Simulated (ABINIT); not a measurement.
Ge, 4 atoms in the cell. It takes space group P6_3/mmc (No. 194, hexagonal). Conventional cell: a = 3.998 Å, b = 3.998 Å, c = 6.599 Å, α = 90.00°, β = 90.00°, γ = 120.00°. Ge (site symmetry 3m) has 4 Ge at 2.45 to 2.47 Å as nearest neighbours. This isn't the form of Ge at room conditions, which is diamond.

- Program: ABINIT 10.8.3 (patched build)
- Task: relaxation of cell and atoms
- Functional: PBEsol
- Potentials or basis: JTH PAW PBE v2.0
- Cutoff: 599 eV
- k mesh: 6 × 6 × 3
- Occupations: fermi-dirac, width 0.05 eV
- Spin: no spin polarisation
- Cell freedom (optcell): 2
- Cutoff smearing ecutsm (Ha): 0.5
- Optimiser (ionmov): 22
- Force stop (Ha/bohr): 0.0005
- Fine-grid cutoff: 1197.3 eV

Potentials or basis: JTH PAW PBE v2.0.

Run with:

```bash
$ abinit run.abi > log 2>&1
```

Hardware: 1 thread of Arm Neoverse V2, with other jobs on the host.

Task: Estimate the wall time of this run.

Result: It took 4.1 min on 1 thread of Arm Neoverse V2 (shared host), peak memory 0.22 GiB. Counts: scf iterations 34, mpi ranks 1, k points 14, bands 34, plane waves 3851, ion steps 3.
